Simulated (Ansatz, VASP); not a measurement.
# One calculation of KF, two programs

The input INCAR:

```
  PREC = Accurate
  ENCUT = 520
  EDIFF = 1E-6
  ISMEAR = 0
  SIGMA = 0.05
  LREAL = F
  LASPH = T
  NELM = 60
  ALGO = Normal
  ISIF = 2
  LWAVE = F
  LCHARG = F
  GGA = CA
  NBANDS = 15
```

File KPOINTS:

```
regular mesh
0
Gamma
  8 8 8
```

POSCAR

```
KF
1.0
    0.0000000000      2.6735000000      2.6735000000
    2.6735000000      0.0000000000      2.6735000000
    2.6735000000      2.6735000000      0.0000000000
K F
1 1
Direct
   -0.0093510380      0.0093510380      0.0093510380
    0.5000000000      0.5000000000      0.5000000000
```

Input for Ansatz:

```yaml
crystal:
  lattice:
    - [0.0, 2.6735, 2.6735]
    - [2.6735, 0.0, 2.6735]
    - [2.6735, 2.6735, 0.0]
  atoms:
    - { symbol: K, position: [-0.009351038, 0.009351038, 0.009351038] }
    - { symbol: F, position: [0.5, 0.5, 0.5] }
basis:
  ecutwfc: 420
kpoints:
  mp_grid: { grid: [8, 8, 8] }
hamiltonian:
  xc: lda
scf:
  occupations: { method: gaussian, width: 0.05 }
output:
  forces: true
  stress: true
  eigenvalues: true
```

Change from the starting cell: all K atoms moved +0.050 Å, as atom 1 along Cartesian [1 0 0].

Alike in both runs: task single point; functional LDA; k mesh 8 × 8 × 8; occupations gaussian, width 0.05 eV; no spin polarisation.

|  | VASP | Ansatz |
| --- | --- | --- |
| version | VASP 6.6.1 | Ansatz 0.2.0 |
| potentials or method | VASP PAW LDA potentials, release 64 (K_sv, F) | scalar-relativistic, plane waves, PAW |
| plane-wave cutoff (eV) | 520 | 420 |
| valence electrons in the cell | 16 | 16 |

VASP gave:

- gap on the k mesh at the Fermi level (eV): 5.78
- least direct gap on the mesh (eV): 5.78
- pressure (GPa): -3.4
- largest component of the traceless stress (GPa): 0.08
- rms of the force components (eV/Å): 0.036

Task: Estimate Ansatz's values.

Result: gap on the k mesh at the Fermi level (eV): 5.80; least direct gap on the mesh (eV): 5.80; pressure (GPa): -3.5; largest component of the traceless stress (GPa): 0.08; rms of the force components (eV/Å): 0.034.

Atom by atom the forces differ by 0.002 eV/Å (rms over components).

A k mesh can miss the band edges.
